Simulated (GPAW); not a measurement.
Crystal: NiO.

```xyz
2
Lattice="0.0000 2.0859 2.0859 2.0859 0.0000 2.0859 2.0859 2.0859 0.0000" Properties=species:S:1:pos:R:3 pbc="T T T"
Ni    0.0000    0.0000    0.0000
O     2.0859    2.0859    2.0859
```

- Program: GPAW 26.7.0
- Task: relaxation of cell and atoms
- Functional: PBEsol
- Dispersion: D3(BJ)
- Potentials or basis: PAW data sets generated in the run's folder for this functional
- Cutoff: 800 eV
- Basis: pw
- k mesh: 9 × 9 × 9
- Occupations: fermi-dirac, width 0.05 eV
- Spin: collinear spin, ferromagnetic start
- Starting moments: [1.0, 0.0] μB

At the start: pressure -7.1 GPa; volume 9.08 Å³/atom.

Problem. Where does the relaxation end?

Solution. Over 4 steps the energy falls by 7.1 meV/atom and the volume is 8.78 Å³/atom (-3.2 %); space group Fm-3m (No. 225, to 0.05 Å); moment 1.06 μB per cell.

Step by step:
| step | energy change (eV) | largest force (eV/Å) | pressure (GPa) | volume (Å³) |
| --- | --- | --- | --- | --- |
| 1 | 0.0000 | 0.0000 | -7.09 | 18.15 |
| 2 | -0.0065 | 0.0000 | -5.48 | 18.00 |
| 3 | -0.0139 | 0.0000 | 1.00 | 17.50 |
| 4 | -0.0141 | 0.0000 | -0.01 | 17.57 |

Final structure:
```xyz
2
Lattice="0.0000 2.0634 2.0634 2.0634 0.0000 2.0634 2.0634 2.0634 0.0000" Properties=species:S:1:pos:R:3 pbc="T T T"
Ni    0.0000    0.0000    0.0000
O     2.0634    2.0634    2.0634
```

Caveat: each step starts from the last one's moments, so a moment once lost doesn't come back; the stock nickel data set gives pressures a few GPa off other programs; later steps reuse the first step's grids; a cell with one magnetic atom can't hold antiferromagnetic order, which such compounds often take; pairwise dispersion overbinds metals, which lowers pressure and volume.
